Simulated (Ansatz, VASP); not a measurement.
## SnO: VASP beside Ansatz

Contents of INCAR:

```
PREC = Accurate
ENCUT = 520
EDIFF = 1E-7
ISMEAR = -1
SIGMA = 0.02
LREAL = F
LASPH = T
NELM = 100
ALGO = Normal
ISIF = 2
LWAVE = F
LCHARG = F
NBANDS = 28
```

Contents of KPOINTS:

```
regular mesh
0
Gamma
  6 6 5
```

POSCAR

```
SnO
1.0
    3.8271795418      0.0000000000      0.0000000000
    0.0000000000      3.8271795418      0.0000000000
    0.0000000000      0.0000000000      4.8680274234
Sn O
2 2
Direct
    0.0000000000      0.5000000000      0.2385000000
    0.5000000000      0.0000000000      0.7615000000
    0.0000000000      0.0000000000      0.0000000000
    0.5000000000      0.5000000000      0.0000000000
```

Input for Ansatz:

```yaml
crystal:
  lattice:
    - [3.8271795418, 0.0, 0.0]
    - [0.0, 3.8271795418, 0.0]
    - [0.0, 0.0, 4.8680274234]
  atoms:
    - { symbol: Sn, position: [0.0, 0.5, 0.2385] }
    - { symbol: Sn, position: [0.5, 0.0, 0.7615] }
    - { symbol: O, position: [0.0, 0.0, 0.0] }
    - { symbol: O, position: [0.5, 0.5, 0.0] }
kpoints:
  mp_grid: { grid: [6, 6, 5] }
  band_path:
    path:
      - [0.0, 0.0, 0.0]
      - [0.0, 0.5, 0.0]
      - [0.5, 0.5, 0.0]
      - [0.0, 0.0, 0.0]
      - [0.0, 0.0, 0.5]
      - [0.0, 0.5, 0.5]
      - [0.5, 0.5, 0.5]
      - [0.0, 0.0, 0.5]
      - [0.0, 0.5, 0.0]
    npoints: 5
scf:
  occupations: { method: fermi_dirac, width: 0.02 }
hamiltonian:
  xc: lda
  pseudopotentials: { kind: all_electron, lapw: { basis_error: 0.0005 } }
output:
  forces: true
  stress: true
  eigenvalues: true
```

Change from the starting cell: volume scaled by 1.02.

Alike in both runs: task single point; functional LDA; k mesh 6 × 6 × 5; occupations fermi-dirac, width 0.02 eV; no spin polarisation.

```csv
,VASP,Ansatz
version,VASP 6.6.1,Ansatz 0.2.0
potentials or method,"VASP PAW LDA potentials, release 64 (Sn_d, O)","all-electron LAPW, scalar-relativistic"
plane-wave cutoff (eV),520,see its input
```

VASP gave:

```
pressure (GPa)                                  : -4.3
largest component of the traceless stress (GPa) : 0.39
rms of the force components (eV/Å)              : 0.170
```

**Question.** Estimate Ansatz's values.

**Answer.** Pressure (GPa): -4.6; largest component of the traceless stress (GPa): 0.38; rms of the force components (eV/Å): 0.212.

Atom by atom the forces differ by 0.042 eV/Å (rms over components). Ansatz ran all-electron here, so the differences hold the error of VASP's frozen core and of both bases.

Caveats: spin-orbit coupling is left out, which moves the levels of the heavy elements; an odd mesh through Γ misses points on the zone boundary, where band edges often lie.
